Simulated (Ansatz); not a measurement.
CuAu: a run of Ansatz with trial settings.

```yaml
crystal:
  lattice:
    - [2.8, 0.0, 0.0]
    - [0.0, 2.8, 0.0]
    - [0.0, 0.0, 3.67]
  atoms:
    - { symbol: Cu, position: [0.5, 0.5, 0.5] }
    - { symbol: Au, position: [0.0, 0.0, 0.0] }
basis:
  ecutwfc: 420
kpoints:
  mp_grid: { grid: [6, 6, 4] }
hamiltonian:
  xc: pbesol
scf:
  occupations: { method: gaussian, width: 0.1 }
output:
  forces: true
  stress: true
  eigenvalues: true
```

Command:

```bash
ansatz run input.yaml --threads 1 --pin off --max-ram 1331MiB --backend cpu --events-out ev --progress --plain --runs-dir out
```

Output, shortened (HF is the Harris–Foulkes energy, dr2 the density residual in eV):

```text
Pseudopotential: Cu, paw, valence charge 19, recommended cutoff 420 eV (normal)
Pseudopotential: Au, paw, valence charge 19, recommended cutoff 420 eV (normal)
Crystal: 2 atoms, lattice volume = 28.773 Å³
Basis set: ecut = 420 eV, 545 PW (Γ), exchange–correlation on 40×40×50 points (8 copies of the dense FFT grid, shifted against one another)
Bands: 23, of which v1, the nominal top of the filled ones, is band 19 counted from 1 (18 counted from 0)
Symmetry: 16 space group operations
Space group: P4/mmm (ITA 123), of the structure as read, at distance tolerance 3.1e-5 Å
k-points: 30 of 144
PAW frozen core: Cu, regenerated for the run's functional, and the local potential with it (the file was generated under x = pbe(κ = 0.804, μ = 0.2195), c = pbe(β = 0.0667))
PAW frozen core: Au, regenerated for the run's functional, and the local potential with it (the file was generated under x = pbe(κ = 0.804, μ = 0.2195), c = pbe(β = 0.0667))
Initial density: superposition of atomic densities, corrected by the library's trained network
SCF iter   1: HF=-19595.942347 eV  Δρ=1.62e-2  dr2=4.45e-2
SCF iter   2: HF=-19595.934293 eV  Δρ=3.09e-3  dr2=2.35e-3
SCF iter   3: HF=-19595.933557 eV  Δρ=2.11e-3  dr2=1.04e-3
SCF iter   4: HF=-19595.933245 eV  Δρ=3.26e-4  dr2=3.53e-5
SCF iter   5: HF=-19595.933274 eV  Δρ=1.40e-4  dr2=4.94e-6
SCF iter   6: HF=-19595.933273 eV  Δρ=3.19e-5  dr2=4.29e-7
SCF iter   7: F=-19595.933273 eV  HF=-19595.933273 eV  Δρ=1.30e-5  dr2=7.69e-8
SCF 1 converged in 7 iterations: F = -19595.933273 eV  dr2 = 7.69e-8
SCF converged after 7 iterations
Free energy (F): -19595.933273 eV
E sigma→0 (E₀):  -19595.928775 eV
Entropy (-TS):   -0.008996 eV (-4.498 meV/atom)
Fermi energy:    19.092714 eV
--- Forces (eV/Å), atoms counted from 1 ---
  atom   1  Cu     0.00000000     0.00000000     0.00000000
  atom   2  Au    -0.00000000     0.00000000     0.00000000
--- Stress (GPa, compression-positive) ---
       -0.520911       0.000000       0.000000
        0.000000      -0.520911       0.000000
        0.000000       0.000000      -3.837737
  P = ⅓ Tr σ = -1.6265 GPa (-16.265 kbar)
```

The inputs are trials, many of them unsound on purpose. Their numbers show the effect of the settings and aren't properties of the material.